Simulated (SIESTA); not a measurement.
## GaN: optical spectrum with LDA

**What was measured.**

From “Studying electronic properties in GaN without electrical contacts using γ-γ vs e−-γ Perturbed Angular Correlations”, 2019, pmc:6823545, for a bulk crystal of GaN: band gap 3.503 ± 0.005 eV (direct).

GaN:

```
Ga N
1.0
     3.18000    0.00000    0.00000
    -1.59000    2.75396    0.00000
     0.00000    0.00000    5.16600
Ga N
2 2
Direct
  0.66667 0.33333 0.50000
  0.33333 0.66667 0.00000
  0.66667 0.33333 0.87500
  0.33333 0.66667 0.37500
```

```yaml
Program: SIESTA 5.4.2
Task: optical spectrum
Functional: LDA
Potentials_or_basis: PseudoDojo 0.4 standard (LDA files)
Basis: DZP (energy shift 0.002 Ry; radii capped at 9.5 bohr)
Grid_cutoff: 800 Ry
Energy_shift: 0.002 Ry
k_mesh: 8 × 8 × 4
Occupations: fermi-dirac, width 0.05 eV
Spin: no spin polarisation
broadening_eV: 0.2 eV
window_to_eV: 40 eV
polarisation: unpolarized
direction: 0.0 0.0 1.0
Optical_mesh_offset: true
```

- Pressure: -0.5 GPa
- Largest force: 0.119 eV/Å
- Band gap on the k mesh: 2.03 eV, direct

Forces in eV/Å, atoms in the order of the input:
```
Ga   0.000  0.000 -0.119
Ga   0.000  0.000 -0.119
N    0.000  0.000  0.118
N    0.000  0.000  0.118
```

Stress tensor (GPa, compression positive):
```
-1.26  0.00  0.00
 0.00 -1.26  0.00
 0.00  0.00  0.91
```

Dielectric function (mean over the directions given):
```tsv
energy (eV)	real part	imaginary part
0.36	5.59	0.00
1.32	5.81	0.00
2.40	7.02	0.04
3.36	5.72	1.65
4.44	6.85	1.73
5.40	10.53	3.52
6.48	4.57	5.23
7.56	5.05	7.39
8.52	0.75	8.21
9.60	-0.12	6.10
10.56	2.01	4.81
11.64	-2.15	5.89
12.60	-2.45	3.22
13.68	-2.28	1.85
14.76	-1.39	1.26
15.72	-0.92	1.20
16.80	-0.42	0.81
17.76	0.04	0.53
18.84	-0.15	0.85
19.92	-0.11	0.53
```

It took 3.2 min on 1 thread of Arm Neoverse V1, on a shared host, peak memory 0.62 GiB.

Measured gap of GaN: 3.503 eV (direct; quoted in “Studying electronic properties in GaN without electrical contacts using γ-γ vs e−-γ Perturbed Angular Correlations”, 2019, pmc:6823545). This calculation gives 2.03 eV (-1.48 eV). Spin-orbit coupling on Ga is left out. The value is that of LDA in an atomic basis (PseudoDojo 0.4 standard (LDA files), DZP (energy shift 0.002 Ry; radii capped at 9.5 bohr)), whose error adds to the functional's, on a finite k mesh, which can miss the band edges, without temperature or zero-point motion. Semilocal functionals fall short of measured gaps as a rule.

Caveat: the basis holds too few empty states to meet the f-sum rule, so the spectrum is short of weight at high energy; semicore shells carry a single zeta, which can move pressures by several GPa and volumes by a few percent; spectra need much finer meshes, so this one isn't converged; independent-particle spectra lack excitons; the basis of atomic orbitals isn't converged, which shifts pressures, moduli and gaps.
